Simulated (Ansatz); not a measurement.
# Ag (P6_3/mmc) in Ansatz: notebook, part 2 of 2

Ansatz 0.2.0. Earlier steps stand in the parts before.

## (10) Phonons, PBE

File input.yaml:

```yaml
crystal:
  lattice:
    - [2.93, 0.0, 0.0]
    - [-1.465, 2.5374544331, 0.0]
    - [0.0, 0.0, 4.79]
  atoms:
    - { symbol: Ag, position: [0.6666666667, 0.3333333333, 0.75] }
    - { symbol: Ag, position: [0.3333333333, 0.6666666667, 0.25] }
hamiltonian:
  xc: pbe
  pseudopotentials: { kind: paw }
kpoints:
  mp_grid: { grid: [10, 10, 6] }
scf:
  occupations: { method: fermi_dirac, width: 0.05 }
phonons:
  method: dfpt
  qmesh: [2, 2, 2]
  temperatures: { t_max: 1000, t_step: 100 }
  qpath:
    path:
      - [[0.0, 0.0, 0.0], [0.5, 0.0, 0.0], [0.3333333333, 0.3333333333, 0.0], [0.0, 0.0, 0.0], [0.0, 0.0, 0.5], [0.5, 0.0, 0.5], [0.3333333333, 0.3333333333, 0.5], [0.0, 0.0, 0.5]]
      - [[0.5, 0.0, 0.5], [0.5, 0.0, 0.0]]
      - [[0.3333333333, 0.3333333333, 0.0], [0.3333333333, 0.3333333333, 0.5]]
    npoints: 8
```

Potentials or basis: Ansatz PAW.

Launch:

```sh
> ansatz run input.yaml --threads 2 --pin off --max-ram 5632MiB --backend cpu --events-out ev --progress --plain --runs-dir out
```

The program printed:

```text
Warning: RAYON_NUM_THREADS=2 ignored (pool sized by the plan → 2); use --threads N
Engine: ansatz 0.2.0, x86_64-unknown-linux-gnu
Pseudopotentials: kind: paw
Pseudopotential: Ag, paw, valence charge 19, recommended cutoff 420 eV (normal), Ag.paw.azcp
Functional definition: PBE
  parameter kappa = 0.804
  parameter beta = 0.06672455060314922
  exchange = pbe_x(kappa = kappa, mu = beta*pi^2/3)
  correlation = pbe_c(beta = beta)
Crystal: 2 atoms, lattice volume = 35.612 Å³
Basis set: ecut = 420 eV, 701 PW (Γ), exchange–correlation on 40×40×72 points (8 copies of the dense FFT grid, shifted against one another)
Bands: 23, of which v1, the nominal top of the filled ones, is band 19 counted from 1 (18 counted from 0)
Symmetry: 24 space group operations
k-points: 56 of 600
Non-local potential: Ag, projectors of the file, l = 0: 3, l = 1: 2, l = 2: 2, l = 3: 1
PAW form: soft (Blöchl's): semilocal exchange-correlation on the pseudo side does not see the compensation charge
PAW one-centre angular grid: Ag, 590 points (default); XC on 64 Gauss nodes
Initial density: superposition of atomic densities (neutral atoms: chi_scale 0, normalization atom), corrected by the library's trained network
Initial wavefunctions: pseudopotential atomic-orbital guess
Functional: x = pbe(κ = 0.804, μ = 0.2195149727645171), c = pbe(β = 0.06672455060314922)
SCF iter   1: F=—  HF=-15181.091325 eV  |F-HF|=—  |Δ(HF+E_count)|=         —  Δρ=1.38e-3  dr2=3.21e-4  ethr=1.77e-3  ⟨swp⟩=4.9  Hψ=4843  notcnv=0
preconditioner: auto → none  [insulator: Δε(μ)=0.239 eV  Ē_g=11.003 eV  σ=0.050 eV  W_gap=0.66  n_scr=10 (ndim 8)  ℏωp=29.2 eV  f_vac=0.000  D(μ)=0.66/eV (n_scr^D=2)  ε∞_Penn≈8.0]
SCF iter   2: F=—  HF=-15181.092100 eV  |F-HF|=—  |Δ(HF+E_count)|=   7.75e-4  Δρ=6.63e-4  dr2=4.67e-5  ethr=8.44e-7  ⟨swp⟩=3.0  Hψ=3013  notcnv=0
SCF iter   3: F=—  HF=-15181.092198 eV  |F-HF|=—  |Δ(HF+E_count)|=   9.83e-5  Δρ=1.82e-4  dr2=6.04e-6  ethr=1.23e-7  ⟨swp⟩=2.0  Hψ=1928  notcnv=0
SCF iter   4: F=—  HF=-15181.092187 eV  |F-HF|=—  |Δ(HF+E_count)|=   1.12e-5  Δρ=2.59e-5  dr2=8.31e-8  ethr=1.59e-8  ⟨swp⟩=2.0  Hψ=1901  notcnv=0
SCF iter   5: F=—  HF=-15181.092186 eV  |F-HF|=—  |Δ(HF+E_count)|=   6.29e-7  Δρ=1.96e-6  dr2=5.97e-10  ethr=2.19e-10  ⟨swp⟩=2.0  Hψ=1912  notcnv=0
SCF iter   6: F=-15181.092186 eV  HF=-15181.092186 eV  |F-HF|=1.09e-11  |Δ(HF+E_count)|=  9.24e-10  Δρ=2.29e-7  dr2=5.00e-12  ethr=1.00e-12  ⟨swp⟩=4.4  Hψ=6153  notcnv=0
SCF 1 converged in 6 iterations: F = -15181.092186 eV  dr2 = 5.00e-12
NSCF: frozen V_eff on 56 k-points
WARN: eigensolver did not converge in 9 slots of this pass, the one above among them; of largest residual over every band (k=0): 1 band(s) unlocked (lowest unlocked band 22, counted from 0; max residual 4.47e-4 eV among the unlocked bands, 4.47e-4 eV over every band); of lowest unlocked band (k=0): band 22
NSCF: frozen V_eff on 124 k-points
DFPT response loops at q = (0, 0, 0) (fractional): preconditioner auto → Kerker (q_TF=auto, 2.758 Å⁻¹) (partly filled bands, converged f_vac=0.000); β = 1.00, the filter's whole step (`scf.mixing.beta` (0.50) is not read by the response loops under this deck's `scf.mixing.preconditioner`; to damp them name `kerker` or `kerker_dos`, under which they read `scf.mixing.beta`, and type it under 1.00, their step now; both keys bind the ground state too); Broyden in place of MSR1
NSCF: frozen V_eff on 248 k-points
DFPT response loops at q = (0, 0, -0.5) (fractional): mixed as the last ones told, above
NSCF: frozen V_eff on 248 k-points
DFPT response loops at q = (0, -0.5, 0) (fractional): mixed as the last ones told, above
NSCF: frozen V_eff on 248 k-points
DFPT response loops at q = (0, -0.5, -0.5) (fractional): mixed as the last ones told, above
SCF converged after 6 iterations
Free energy (F): -15181.092186 eV
Harris-Foulkes:  -15181.092186 eV  (|F-HF|=1.09e-11)
Internal energy: -15181.086727 eV  (E = F + TS)
E sigma→0 (E₀):  -15181.089457 eV
Entropy (-TS):   -0.005459 eV (-2.729 meV/atom)
Fermi energy:    16.398563 eV
--- Per-component energies (eV) ---
  E_band       = -499.569010
  E_kinetic    = 1054.199352
  E_local      = -4523.517890  (includes V_loc(G=0)·N_el)
  E_nonlocal   = 160.142114
  E_hartree    = 2051.145152
  E_xc         = -369.503406
  E_vxc        = -469.470801  (∫ρ·V_xc dr)
  E_paw        = -7804.127602  (= ΣΔE_a)
  E_vpaw       = -823.212812  (= ΣTr[D̂ρ^β])
  E_aug_tail   = 0.000653  (compensation charges beyond the density's cutoff)
  E_ewald      = -5749.425102
  E_smearing   = -0.005459  (= −TS)
  E_closure    = -0.000000  (closes the sum)
  Σ components = -15181.092186   (vs F -15181.092186, Δ=0.00e0)
--- Band table (eV; the first three rows and the last of 56) ---
  k-point 0: bands = ["-75.4366", "-75.4228", "-38.9821", "-38.8619", "-38.8619", "-38.8448", "-38.8409", "-38.8409", "8.9340", "10.2794", "11.7645", "11.8594", "11.8594", "12.0800", "12.0800", "12.4075", "12.4075", "13.3495", "13.3495", "16.1012", "19.7585", "31.8393", "33.6565"]
  k-point 1: bands = ["-75.4356", "-75.4237", "-38.9730", "-38.8605", "-38.8605", "-38.8541", "-38.8423", "-38.8423", "9.1422", "10.3201", "11.7261", "11.8111", "11.8111", "12.0278", "12.0278", "12.5365", "12.5365", "13.3280", "13.3280", "14.9297", "21.2868", "31.5711", "33.1559"]
  k-point 2: bands = ["-75.4331", "-75.4262", "-38.9480", "-38.8793", "-38.8566", "-38.8566", "-38.8461", "-38.8461", "9.7038", "10.3939", "11.6880", "11.7688", "11.7688", "11.9111", "11.9111", "12.7980", "12.7980", "13.2221", "13.2394", "13.2394", "24.0802", "30.1445", "32.1351"]
  k-point 55: bands = ["-75.4194", "-75.4194", "-38.9557", "-38.9557", "-38.9208", "-38.9208", "-38.8722", "-38.8722", "10.9627", "10.9627", "11.4502", "11.4502", "11.9358", "11.9358", "12.4758", "12.4758", "13.4177", "13.4177", "19.4464", "19.4464", "22.3290", "22.3290", "22.6592"]
--- Phonons (Γ-DFPT): 2 representative perturbations + reference (Σ response iterations 6) ---
  ASR residual: 1.148e-4 → 0.000e0 eV/Å²; symmetrization residual: 2.026e-12 eV/Å²
  ASR residual per site (eV/Å²): 1.15e-4 1.15e-4
  Γ frequencies (cm⁻¹): 0.00 0.00 0.00 65.81 65.81 161.26
--- Phonons (arbitrary-q DFPT): 4 irreducible q on the 2×2×2 mesh ---
  q = [0.0000, 0.0000, 0.0000] (star 1, of the zone-centre solve; hermiticity 3.08e-14, symmetrization 3.93e-13): -0.00 0.00 0.00 65.81 65.81 161.26
  q = [0.0000, 0.0000, -0.5000] (star 1, 2 solved perturbations in 180 linear systems a pass and spin channel, the states on 124 of 600 k-point pairs; hermiticity 2.38e-10, symmetrization 1.19e-10): 47.46 47.46 47.46 47.46 113.99 113.99
  q = [0.0000, -0.5000, 0.0000] (star 3, 3 solved perturbations on 124 of 600 k-point pairs; hermiticity 4.29e-5, symmetrization 2.44e-5): 69.59 78.37 104.38 121.03 139.42 152.46
  q = [0.0000, -0.5000, -0.5000] (star 3, 3 solved perturbations on 124 of 600 k-point pairs; hermiticity 3.26e-5, symmetrization 9.84e-6): 86.53 86.53 90.12 90.12 156.74 156.74
  sum rule: each row above includes the acoustic sum rule's correction from the zone centre's row sums; it moved no ω² by more than (0.54 cm⁻¹)²
  mesh force constants: q→R imaginary residual 1.51e-17; ASR residual 1.148e-4 → 0.000e0 eV/Å²; symmetrization residual 4.441e-15 eV/Å²
  interpolated dispersion: 75 rows × 6 modes
  density of states and harmonic sums: on the 24×24×14 q-mesh, interpolated from the force constants of a 2×2×2 supercell (no non-analytic term)
  largest difference from the sums on the solved wave vectors: F 7.53e-2 eV, S 1.08e-4 and C_V 3.23e-5 eV/K
  zero-point energy: 0.037909 eV/cell   skipped modes (ω ≤ 0): 3   left out of the sums: 6.20e-5 of the cell's modes: C_V's classical limit lies that fraction below 3 k_B per atom; for a crystal, a wire or a layer, F and S can be off by more, and a phonons.interpolated_qmesh denser along its periods is the remedy for the sampling
```

Wall time 83 s (2 threads of Intel Xeon at 2.50GHz (Skylake/Cascade Lake), shared host); peak memory 0.59 GiB.

What came out:

- Free energy: -15181.0922 eV
- Band gap on the k mesh: none (metal or under the smearing width)
- Highest phonon frequency: 161 cm⁻¹

Levels at points of the mesh, in eV from the Fermi level:
```csv
k point,band 16,band 17,band 18,band 19,band 20,band 21,band 22,band 23
"(0.00, 0.00, 0.00)",-3.99,-3.99,-3.05,-3.05,-0.30,3.36,15.44,17.26
"(0.00, 0.00, -0.50)",-4.37,-3.34,-3.34,-3.34,-3.34,10.79,10.79,15.78
"(0.00, -0.50, 0.00)",-2.92,-2.88,-2.79,0.13,1.46,6.69,6.96,9.01
"(0.00, -0.50, -0.50)",-3.09,-2.84,-2.84,0.81,0.81,4.36,4.36,13.27
```

Phonon frequencies in cm⁻¹ (negative: imaginary):
```tsv
q point	frequencies
(0.000, 0.000, 0.000)	0 0 0 66 66 161
(0.000, 0.000, -0.500)	47 47 47 47 114 114
(0.000, -0.500, 0.000)	70 78 104 121 139 152
(0.000, -0.500, -0.500)	87 87 90 90 157 157
```

Caveat: the q mesh is small, so phonon branches between its points and thermal values are rough; some levels weren't fully converged.
